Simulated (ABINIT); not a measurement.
# BN (Qingsongite): a self-consistent loop beyond G0W0, cycle by cycle, part 2 of 3

How far does self-consistency move the gap of BN (Qingsongite)?

ABINIT 10.8.3; PBE and many-body steps on it, plane waves. Known limits of the many-body steps: not at the basis limit; coarse k mesh.

So far. Step 5 (evGW0, cycle 1): Against G0W0 in ABINIT (6×6×6 mesh, 91 bands, screening to 261.2 eV, Godby-Needs plasmon pole), the gap moves by +0.293 eV. This first cycle still uses the starting levels; it takes the full correction, at all points of the mesh, and its linearised value is 6.038 eV. Step 6 (evGW0, cycle 2): Against the cycle before, the gap moves by −0.078 eV.

## (7) evGW0, cycle 3

Level of this step: evGW0 on PBE, plane waves, norm-conserving pseudopotentials (ABINIT).

Contents of run.abi:

```
acell 3*1.0 Angstrom
rprim 
  -0.000000000000 1.807500000000 1.807500000000
  1.807500000000 0.000000000000 1.807500000000
  1.807500000000 1.807500000000 -0.000000000000
ntypat 2
znucl 5 7
natom 2
typat 1 2
xred 
  0.000000000000 0.000000000000 0.000000000000
  0.250000000000 0.250000000000 0.250000000000
pp_dirpath "pseudos"
pseudos "B.upf, N.upf"
ecut 36
ngkpt 6 6 6
nshiftk 1
shiftk 0 0 0
kptopt 1
chksymbreak 0
istwfk *1
occopt 1
irdwfk 1
optdriver 4
nband 91
gwcalctyp 10
ecutsigx 36
symsigma 1
nkptgw 16
kptgw 
  0.0000000000 0.0000000000 0.0000000000
  0.1666666667 0.0000000000 0.0000000000
  0.3333333333 0.0000000000 0.0000000000
  0.5000000000 0.0000000000 0.0000000000
  0.1666666667 0.1666666667 0.0000000000
  0.3333333333 0.1666666667 0.0000000000
  0.5000000000 0.1666666667 0.0000000000
  -0.3333333333 0.1666666667 0.0000000000
  -0.1666666667 0.1666666667 0.0000000000
  0.3333333333 0.3333333333 0.0000000000
  0.5000000000 0.3333333333 0.0000000000
  -0.3333333333 0.3333333333 0.0000000000
  0.5000000000 0.5000000000 0.0000000000
  0.5000000000 0.3333333333 0.1666666667
  -0.3333333333 0.3333333333 0.1666666667
  -0.3333333333 0.5000000000 0.1666666667
bdgw 
  1 8
  1 8
  1 8
  1 8
  1 8
  1 8
  1 8
  1 8
  1 8
  1 8
  1 8
  1 8
  1 8
  1 8
  1 8
  1 8
ecuteps 9.6
irdscr 1
ppmodel 1
irdqps 1
indata_prefix "in"
outdata_prefix "out"
tmpdata_prefix "tmp"
```

On the command line:

```
OMP_NUM_THREADS=1 mpirun -n 4 abinit run.abi > log
```

Log:

```text
.Version 10.8.3 of ABINIT. v10.8.2 released Aug 2026.

 Symmetries : space group F-4 3 m (#216); Bravais cF (face-center cubic)
[... echo of the input left out ...]
== DATASET  1 ==================================================================
-   mpi_nproc: 4, omp_nthreads: 1 (-1 if OMP is not activated)

--- !DatasetInfo
iteration_state: {dtset: 1, }
dimensions: {natom: 2, nkpt: 16, mband: 91, nsppol: 1, nspinor: 1, nspden: 1, mpw: 869, }
cutoff_energies: {ecut:  36.0, pawecutdg:  -1.0, }
[...]
.  kptgw no:  3; Maximum DeltaE = (  -0.018   0.030) for band index:  1
[...]
.  kptgw no: 15; Maximum DeltaE = (  -0.024   0.002) for band index:  1
.  kptgw no: 16; Maximum DeltaE = (  -0.037   0.009) for band index:  1

== END DATASET(S) ==============================================================
================================================================================

 -outvars: echo values of variables after computation  --------
           etotal      0.0000000000E+00
            nband          91
             nkpt          16
          spgroup         216
 [... the other variables as echoed above ...]

 Calculation completed.
```

Elapsed: 2.5 min, on 4 MPI ranks of Arm Neoverse V1, shared host; peak memory 0.57 GiB; 10 min of CPU time.

This step gave:

| Quantity | Value |
| --- | --- |
| quasiparticle gap on the mesh | 6.254 eV |
| gap of the density functional on the mesh | 4.535 eV |
| k of the valence top | 0, 0, 0 |
| k of the conduction bottom | 0.5, 0.5, 0 |
| least direct quasiparticle gap on the computed points | 11.22 eV |

Against the cycle before, the gap moves by +0.001 eV.

## (8) Screening, 6×6×6 mesh, 91 bands, screening to 261.2 eV

This step: RPA screening on PBE, plane waves, norm-conserving pseudopotentials.

Contents of run.abi:

```
acell 3*1.0 Angstrom
rprim 
  -0.000000000000 1.807500000000 1.807500000000
  1.807500000000 0.000000000000 1.807500000000
  1.807500000000 1.807500000000 -0.000000000000
ntypat 2
znucl 5 7
natom 2
typat 1 2
xred 
  0.000000000000 0.000000000000 0.000000000000
  0.250000000000 0.250000000000 0.250000000000
pp_dirpath "pseudos"
pseudos "B.upf, N.upf"
ecut 36
ngkpt 6 6 6
nshiftk 1
shiftk 0 0 0
kptopt 1
chksymbreak 0
istwfk *1
occopt 1
irdwfk 1
optdriver 3
nband 91
ecuteps 9.6
inclvkb 2
awtr 1
symchi 1
gwcalctyp 10
mbpt_sciss 2.397 eV
nqptdm 1
qptdm 
  0 0 0
indata_prefix "in"
outdata_prefix "out"
tmpdata_prefix "tmp"
```

Log:

```text
.Version 10.8.3 of ABINIT. v10.8.2 released Aug 2026.

 Symmetries : space group F-4 3 m (#216); Bravais cF (face-center cubic)
[... echo of the input left out ...]
== DATASET  1 ==================================================================
-   mpi_nproc: 4, omp_nthreads: 1 (-1 if OMP is not activated)

--- !DatasetInfo
iteration_state: {dtset: 1, }
dimensions: {natom: 2, nkpt: 16, mband: 91, nsppol: 1, nspinor: 1, nspden: 1, mpw: 869, }
cutoff_energies: {ecut:  36.0, pawecutdg:  -1.0, }
electrons: {nelect:   8.00000000E+00, charge:   0.00000000E+00, occopt:   1.00000000E+00, tsmear:   1.00000000E-02, }

 SCREENING: Calculation of the susceptibility and dielectric matrices

 Based on a program developped by R.W. Godby, V. Olevano, G. Onida, and L. Reining.
 Incorporated in ABINIT by V. Olevano, G.-M. Rignanese, and M. Torrent.
.Using double precision arithmetic ; gwpc =  8

[... cell and pseudopotentials left out ...]
--------------------------------------------------------------------------------

 ==== K-mesh for the wavefunctions ====
 Number of points in the irreducible wedge :    16
[... list of points left out ...]
 Together with 24 symmetry operations and time-reversal symmetry
 yields   216 points in the full Brillouin Zone.

 ==== Q-mesh for the screening function ====
 Number of points in the irreducible wedge :    16
[... list of points left out ...]
 Together with 24 symmetry operations and time-reversal symmetry
 yields   216 points in the full Brillouin Zone.

 setmesh: FFT mesh size selected  =    20x   20x   20
          total number of points  =         8000

 vcoul_init : cutoff-mode = AUXILIARY_FUNCTION
 q-points for optical limit:   1
     1)      0.000010    0.000020    0.000030

 Dielectric matrix will be calculated only for some
 selected q points provided by the user through the input variables
 nqptdm and qptdm

- screening: taking advantage of time-reversal symmetry
- Maximum band index for partially occupied states nbvw = 4
- Remaining bands to be divided among processors   nbcw = 87
- Number of bands treated by each node ~21

 rdqps: reading QP wavefunctions of the previous step
        looking for file in_QPS
 file not found, 1st iteration initialized with KS eigenelements

 screening : performing a first self-consistency
 update of the energies in W by a scissor operator
 applying a scissor operator of [eV] :   2.397

 Number of electrons calculated from density =    8.0000; Expected =    8.0000
 average of density, n =  0.100376
 r_s =    1.3348
 omega_plasma =   30.5612 [eV]

 calculating chi0 at frequencies [eV] :
  1    0.000000E+00    0.000000E+00
  2    0.000000E+00    3.056116E+01

--------------------------------------------------------------------------------
  q-point number  1        q = ( 0.000000, 0.000000, 0.000000) [r.l.u.]
--------------------------------------------------------------------------------
[... chi0 elements left out ...]
 For q-point:  0.000010 0.000020 0.000030
  dielectric constant =   3.8850
  dielectric constant without local fields =   4.1523

  Average fulfillment of the sum rule on Im[epsilon] for q-point    1 :     96.06  [%]
[... wings left out ...]
== END DATASET(S) ==============================================================
================================================================================

 -outvars: echo values of variables after computation  --------
           etotal      0.0000000000E+00
            nband          91
             nkpt          16
          spgroup         216
 [... the other variables as echoed above ...]

 Calculation completed.
```

Wall time 2.4 s (4 MPI ranks); peak memory 0.13 GiB; 9.1 s of CPU time.

This step gave:

```
ε∞ with local fields, on this mesh, along the program's q direction : 3.885
the same without local fields                                       : 4.152
plasma frequency                                                    : 30.56 eV
plane waves in the screening matrix                                 : 113
```

This screening uses the functional's bands under a rigid shift, the mean opening of the cycle before.

## (9) Screening, 6×6×6 mesh, 91 bands, screening to 261.2 eV

This step: RPA screening on PBE from quasiparticle energies, plane waves, norm-conserving pseudopotentials.

run.abi: that of step 8 with these lines changed.

```diff
@@ -29,7 +29,21 @@
 symchi 1
+irdqps 1
 gwcalctyp 10
-mbpt_sciss 2.397 eV
-nqptdm 1
+nqptdm 15
 qptdm 
-  0 0 0
+  0.1666666667 0.0000000000 0.0000000000
+  0.3333333333 0.0000000000 0.0000000000
+  0.5000000000 0.0000000000 0.0000000000
+  0.1666666667 0.1666666667 0.0000000000
+  0.3333333333 0.1666666667 0.0000000000
+  0.5000000000 0.1666666667 0.0000000000
+  -0.3333333333 0.1666666667 0.0000000000
+  -0.1666666667 0.1666666667 0.0000000000
+  0.3333333333 0.3333333333 0.0000000000
+  0.5000000000 0.3333333333 0.0000000000
+  -0.3333333333 0.3333333333 0.0000000000
+  0.5000000000 0.5000000000 0.0000000000
+  0.5000000000 0.3333333333 0.1666666667
+  -0.3333333333 0.3333333333 0.1666666667
+  -0.3333333333 0.5000000000 0.1666666667
 indata_prefix "in"
```

Contents of mrgscr.stdin:

```
2
merged
q0_SCR
out_SCR
1
```

On the command line:

```
OMP_NUM_THREADS=1 mpirun -n 4 abinit run.abi > log; mrgscr < mrgscr.stdin
```

Log:

```text
.Version 10.8.3 of ABINIT. v10.8.2 released Aug 2026.

 Symmetries : space group F-4 3 m (#216); Bravais cF (face-center cubic)
[... echo of the input left out ...]
== DATASET  1 ==================================================================
-   mpi_nproc: 4, omp_nthreads: 1 (-1 if OMP is not activated)

--- !DatasetInfo
iteration_state: {dtset: 1, }
dimensions: {natom: 2, nkpt: 16, mband: 91, nsppol: 1, nspinor: 1, nspden: 1, mpw: 869, }
cutoff_energies: {ecut:  36.0, pawecutdg:  -1.0, }
[...]
q-point number  1        q = ( 0.166667, 0.000000, 0.000000) [r.l.u.]
--------------------------------------------------------------------------------
[... chi0 elements left out ...]
  Average fulfillment of the sum rule on Im[epsilon] for q-point    2 :    110.01  [%]

--------------------------------------------------------------------------------
  q-point number  2        q = ( 0.333333, 0.000000, 0.000000) [r.l.u.]
--------------------------------------------------------------------------------
[... chi0 elements left out ...]
  Average fulfillment of the sum rule on Im[epsilon] for q-point    3 :    104.06  [%]

 [... 13 further q-points ...]
```

Run time: 15 s. Hardware: 4 MPI ranks; peak memory 0.49 GiB.

This step gave:

| Item | Value |
| --- | --- |
| plasma frequency | 30.56 eV |
| plane waves in the screening matrix | 113 |

This screening reads the quasiparticle levels of the cycle before.

## (10) evGW, cycle 1

This step: evGW on PBE, plane waves, norm-conserving pseudopotentials.

run.abi: that of step 9 with these lines changed.

```diff
@@ -23,12 +23,10 @@
 irdwfk 1
-optdriver 3
+optdriver 4
 nband 91
-ecuteps 9.6
-inclvkb 2
-awtr 1
-symchi 1
-irdqps 1
 gwcalctyp 10
-nqptdm 15
-qptdm 
+ecutsigx 36
+symsigma 1
+nkptgw 16
+kptgw 
+  0.0000000000 0.0000000000 0.0000000000
   0.1666666667 0.0000000000 0.0000000000
@@ -48,2 +46,23 @@
   -0.3333333333 0.5000000000 0.1666666667
+bdgw 
+  1 8
+  1 8
+  1 8
+  1 8
+  1 8
+  1 8
+  1 8
+  1 8
+  1 8
+  1 8
+  1 8
+  1 8
+  1 8
+  1 8
+  1 8
+  1 8
+ecuteps 9.6
+irdscr 1
+ppmodel 1
+irdqps 1
 indata_prefix "in"
```

On the command line:

```
OMP_NUM_THREADS=1 mpirun -n 4 abinit run.abi > log
```

Log:

```text
.Version 10.8.3 of ABINIT. v10.8.2 released Aug 2026.

 Symmetries : space group F-4 3 m (#216); Bravais cF (face-center cubic)
[... echo of the input left out ...]
== DATASET  1 ==================================================================
-   mpi_nproc: 4, omp_nthreads: 1 (-1 if OMP is not activated)

--- !DatasetInfo
iteration_state: {dtset: 1, }
dimensions: {natom: 2, nkpt: 16, mband: 91, nsppol: 1, nspinor: 1, nspden: 1, mpw: 869, }
cutoff_energies: {ecut:  36.0, pawecutdg:  -1.0, }
[...]
.  kptgw no:  3; Maximum DeltaE = (  -0.446   0.029) for band index:  1
[...]
.  kptgw no: 15; Maximum DeltaE = (  -0.401   0.001) for band index:  1
.  kptgw no: 16; Maximum DeltaE = (  -0.368   0.002) for band index:  1

== END DATASET(S) ==============================================================
================================================================================

 -outvars: echo values of variables after computation  --------
           etotal      0.0000000000E+00
            nband          91
             nkpt          16
          spgroup         216
 [... the other variables as echoed above ...]

 Calculation completed.
```

It took 2.5 min on 4 MPI ranks; peak memory 0.57 GiB; 10 min of CPU time.

Numbers from this step:

* quasiparticle gap on the mesh: 6.586 eV
* gap of the density functional on the mesh: 4.535 eV
* k of the valence top: 0, 0, 0
* k of the conduction bottom: 0.5, 0.5, 0
* least direct quasiparticle gap on the computed points: 11.60 eV

Against G0W0 in ABINIT (6×6×6 mesh, 91 bands, screening to 261.2 eV, Godby-Needs plasmon pole), the gap moves by +0.548 eV.

## (11) Screening, 6×6×6 mesh, 91 bands, screening to 261.2 eV

This step: RPA screening on PBE, plane waves, norm-conserving pseudopotentials.

Contents of run.abi:

```
acell 3*1.0 Angstrom
rprim 
  -0.000000000000 1.807500000000 1.807500000000
  1.807500000000 0.000000000000 1.807500000000
  1.807500000000 1.807500000000 -0.000000000000
ntypat 2
znucl 5 7
natom 2
typat 1 2
xred 
  0.000000000000 0.000000000000 0.000000000000
  0.250000000000 0.250000000000 0.250000000000
pp_dirpath "pseudos"
pseudos "B.upf, N.upf"
ecut 36
ngkpt 6 6 6
nshiftk 1
shiftk 0 0 0
kptopt 1
chksymbreak 0
istwfk *1
occopt 1
irdwfk 1
optdriver 3
nband 91
ecuteps 9.6
inclvkb 2
awtr 1
symchi 1
gwcalctyp 10
mbpt_sciss 2.806 eV
nqptdm 1
qptdm 
  0 0 0
indata_prefix "in"
outdata_prefix "out"
tmpdata_prefix "tmp"
```

Log:

```text
.Version 10.8.3 of ABINIT. v10.8.2 released Aug 2026.

 Symmetries : space group F-4 3 m (#216); Bravais cF (face-center cubic)
[... echo of the input left out ...]
== DATASET  1 ==================================================================
-   mpi_nproc: 4, omp_nthreads: 1 (-1 if OMP is not activated)

--- !DatasetInfo
iteration_state: {dtset: 1, }
dimensions: {natom: 2, nkpt: 16, mband: 91, nsppol: 1, nspinor: 1, nspden: 1, mpw: 869, }
cutoff_energies: {ecut:  36.0, pawecutdg:  -1.0, }
[...]
[... chi0 elements left out ...]
 For q-point:  0.000010 0.000020 0.000030
  dielectric constant =   3.8143
  dielectric constant without local fields =   4.0704

  Average fulfillment of the sum rule on Im[epsilon] for q-point    1 :     96.69  [%]
[... wings left out ...]
== END DATASET(S) ==============================================================
================================================================================

 -outvars: echo values of variables after computation  --------
           etotal      0.0000000000E+00
            nband          91
             nkpt          16
          spgroup         216
 [... the other variables as echoed above ...]

 Calculation completed.
```

Run time: 2.4 s. Hardware: 4 MPI ranks; peak memory 0.13 GiB.

This step gave:

```
ε∞ with local fields, on this mesh, along the program's q direction : 3.814
the same without local fields                                       : 4.070
plasma frequency                                                    : 30.56 eV
plane waves in the screening matrix                                 : 113
```

This screening uses the functional's bands under a rigid shift, the mean opening of the cycle before.

## (12) Screening, 6×6×6 mesh, 91 bands, screening to 261.2 eV

This step: RPA screening on PBE from quasiparticle energies, plane waves, norm-conserving pseudopotentials.

run.abi: that of step 11 with these lines changed.

```diff
@@ -29,7 +29,21 @@
 symchi 1
+irdqps 1
 gwcalctyp 10
-mbpt_sciss 2.806 eV
-nqptdm 1
+nqptdm 15
 qptdm 
-  0 0 0
+  0.1666666667 0.0000000000 0.0000000000
+  0.3333333333 0.0000000000 0.0000000000
+  0.5000000000 0.0000000000 0.0000000000
+  0.1666666667 0.1666666667 0.0000000000
+  0.3333333333 0.1666666667 0.0000000000
+  0.5000000000 0.1666666667 0.0000000000
+  -0.3333333333 0.1666666667 0.0000000000
+  -0.1666666667 0.1666666667 0.0000000000
+  0.3333333333 0.3333333333 0.0000000000
+  0.5000000000 0.3333333333 0.0000000000
+  -0.3333333333 0.3333333333 0.0000000000
+  0.5000000000 0.5000000000 0.0000000000
+  0.5000000000 0.3333333333 0.1666666667
+  -0.3333333333 0.3333333333 0.1666666667
+  -0.3333333333 0.5000000000 0.1666666667
 indata_prefix "in"
```

mrgscr.stdin is that of step 9.

On the command line:

```
OMP_NUM_THREADS=1 mpirun -n 4 abinit run.abi > log; mrgscr < mrgscr.stdin
```

Log:

```text
.Version 10.8.3 of ABINIT. v10.8.2 released Aug 2026.

 Symmetries : space group F-4 3 m (#216); Bravais cF (face-center cubic)
[... echo of the input left out ...]
== DATASET  1 ==================================================================
-   mpi_nproc: 4, omp_nthreads: 1 (-1 if OMP is not activated)

--- !DatasetInfo
iteration_state: {dtset: 1, }
dimensions: {natom: 2, nkpt: 16, mband: 91, nsppol: 1, nspinor: 1, nspden: 1, mpw: 869, }
cutoff_energies: {ecut:  36.0, pawecutdg:  -1.0, }
[...]
q-point number  1        q = ( 0.166667, 0.000000, 0.000000) [r.l.u.]
--------------------------------------------------------------------------------
[... chi0 elements left out ...]
  Average fulfillment of the sum rule on Im[epsilon] for q-point    2 :    111.93  [%]

--------------------------------------------------------------------------------
  q-point number  2        q = ( 0.333333, 0.000000, 0.000000) [r.l.u.]
--------------------------------------------------------------------------------
[... chi0 elements left out ...]
  Average fulfillment of the sum rule on Im[epsilon] for q-point    3 :    105.33  [%]

 [... 13 further q-points ...]
```

It took 16 s on 4 MPI ranks; peak memory 0.5 GiB; 62 s of CPU time.

This step gave:

| Item | Value |
| --- | --- |
| plasma frequency | 30.56 eV |
| plane waves in the screening matrix | 113 |

This screening reads the quasiparticle levels of the cycle before.

## (13) evGW, cycle 2

This step: evGW on PBE, plane waves, norm-conserving pseudopotentials.

run.abi: that of step 12 with these lines changed.

```diff
@@ -23,12 +23,10 @@
 irdwfk 1
-optdriver 3
+optdriver 4
 nband 91
-ecuteps 9.6
-inclvkb 2
-awtr 1
-symchi 1
-irdqps 1
 gwcalctyp 10
-nqptdm 15
-qptdm 
+ecutsigx 36
+symsigma 1
+nkptgw 16
+kptgw 
+  0.0000000000 0.0000000000 0.0000000000
   0.1666666667 0.0000000000 0.0000000000
@@ -48,2 +46,23 @@
   -0.3333333333 0.5000000000 0.1666666667
+bdgw 
+  1 8
+  1 8
+  1 8
+  1 8
+  1 8
+  1 8
+  1 8
+  1 8
+  1 8
+  1 8
+  1 8
+  1 8
+  1 8
+  1 8
+  1 8
+  1 8
+ecuteps 9.6
+irdscr 1
+ppmodel 1
+irdqps 1
 indata_prefix "in"
```

On the command line:

```
OMP_NUM_THREADS=1 mpirun -n 4 abinit run.abi > log
```

Log:

```text
.Version 10.8.3 of ABINIT. v10.8.2 released Aug 2026.

 Symmetries : space group F-4 3 m (#216); Bravais cF (face-center cubic)
[... echo of the input left out ...]
== DATASET  1 ==================================================================
-   mpi_nproc: 4, omp_nthreads: 1 (-1 if OMP is not activated)

--- !DatasetInfo
iteration_state: {dtset: 1, }
dimensions: {natom: 2, nkpt: 16, mband: 91, nsppol: 1, nspinor: 1, nspden: 1, mpw: 869, }
cutoff_energies: {ecut:  36.0, pawecutdg:  -1.0, }
[...]
.  kptgw no:  3; Maximum DeltaE = (  -0.025   0.027) for band index:  1
[...]
.  kptgw no: 15; Maximum DeltaE = (  -0.035   0.000) for band index:  1
.  kptgw no: 16; Maximum DeltaE = (  -0.044   0.003) for band index:  1

== END DATASET(S) ==============================================================
================================================================================

 -outvars: echo values of variables after computation  --------
           etotal      0.0000000000E+00
            nband          91
             nkpt          16
          spgroup         216
 [... the other variables as echoed above ...]

 Calculation completed.
```

The job ended after 2.5 min (4 MPI ranks; peak memory 0.57 GiB; 10 min of CPU time).

Numbers from this step:

* quasiparticle gap on the mesh: 6.623 eV
* gap of the density functional on the mesh: 4.535 eV
* k of the valence top: 0, 0, 0
* k of the conduction bottom: 0.5, 0.5, 0
* least direct quasiparticle gap on the computed points: 11.65 eV

Against the cycle before, the gap moves by +0.037 eV.

[end of part 2 of 3]

[Paths, hosts, dates, memory and timing lines, banners, echoed tables and standing remarks are left out of the program output.]

[Logs are printed without paths, hosts, clocks, repeated set-up lines and the standing remarks that a program may print on its own settings, such as how far it seeks lower states.]

[Runs of the session that timed out or met a known fault of the program may be left out.]

[Hosts, paths, dates, database ids (printed as entryN), source tags and the programs' standing remarks are cut or masked in the printed files.]

[G0W0 gaps are taken among the corrected bands and points alone; a level outside them can change the order at an edge.]

[Where Ansatz stands beside ABINIT at settings called matched, ABINIT's density can come from a denser mesh and the files from another edition; pairs whose starting gaps differed by over 0.03 eV were left out, so agreement reads better than it is.]
